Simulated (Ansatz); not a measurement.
Here is an Ansatz 0.2.0 calculation.

File input.yaml:

```yaml
crystal:
  lattice:
    - [1.58, 0.9122134253, 6.15]
    - [-1.58, 0.9122134253, 6.15]
    - [0.0, -1.8244268506, 6.15]
  atoms:
    - { symbol: Mo, position: [0.0, 0.0, 0.0] }
    - { symbol: S, position: [0.417, 0.417, 0.417] }
    - { symbol: S, position: [0.25, 0.25, 0.25] }
hamiltonian:
  xc: pbesol
  pseudopotentials: { kind: paw }
  hubbard: { sites: [{ species: Mo, l: d, u_eff: 2.0 }] }
kpoints:
  mp_grid: { grid: [10, 10, 10] }
scf:
  occupations: { method: fermi_dirac, width: 0.05 }
  n_extra_bands: 7
output:
  forces: true
  stress: true
  eigenvalues: true
  dos: { projected: true, de: 0.05, nscf_kmesh: { grid: [15, 15, 15] } }
  write_density: true
  write_potential: true
  elf: true
  volumetric_format: npy
```

Potentials or basis: Ansatz PAW.

The run is started by

```bash
$ ansatz run input.yaml --threads 2 --pin off --max-ram 5632MiB --backend cpu --events-out ev --progress --plain --runs-dir out
```

Task: Estimate the band gap on the k mesh.

Result: 0.95 eV, indirect (least direct gap 1.89 eV).

Task: What does it give for the largest force?

Result: 0.251 eV/Å.

Task: Estimate the pressure.

Result: 0.3 GPa.

Stress tensor (GPa, compression positive):
```
-0.69  0.00  0.00
 0.00 -0.69  0.00
 0.00  0.00  2.23
```

Caveat: the PAW data sets come from PBE, with cores solved anew for the run's functional, which leaves a small shift of forces and pressure. A k mesh can miss the band edges.
